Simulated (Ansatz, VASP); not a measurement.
**ZnSe in VASP and in Ansatz**

```
Zn Se
1.0
     0.00000    2.55257    2.55257
     2.55257    0.00000    2.55257
     2.55257    2.55257    0.00000
Zn Se
1 1
Direct
  0.00000 0.00000 0.00000
  0.50000 0.50000 0.50000
```

Alike in both runs: functional PBE; k mesh 14 × 14 × 14; occupations fermi-dirac, width 0.05 eV; no spin polarisation.

Ansatz relaxed the structure, and its values are those at the end. VASP's run is a single point on that final structure, the one shown.

```csv
,VASP,Ansatz
version,VASP 6.6.1,Ansatz 0.2.0
potentials or method,"VASP PAW PBE potentials, release 64 (Zn, Se)","PAW with Ansatz's default frozen-core files, scalar-relativistic"
plane-wave cutoff (eV),520,420
valence electrons in the cell,18,28
```

|  | VASP | Ansatz | Ansatz less VASP |
| --- | --- | --- | --- |
| pressure (GPa) | 15.4 | 15.0 | -0.39 |

With one functional, cell and mesh, what is left measures potentials, basis and numerics. The two sets of potentials don't hold the same shells in valence.

Caveats: so large a pressure means that the cell lies far from this level's equilibrium, or that cutoff or potentials fall short (VASP).
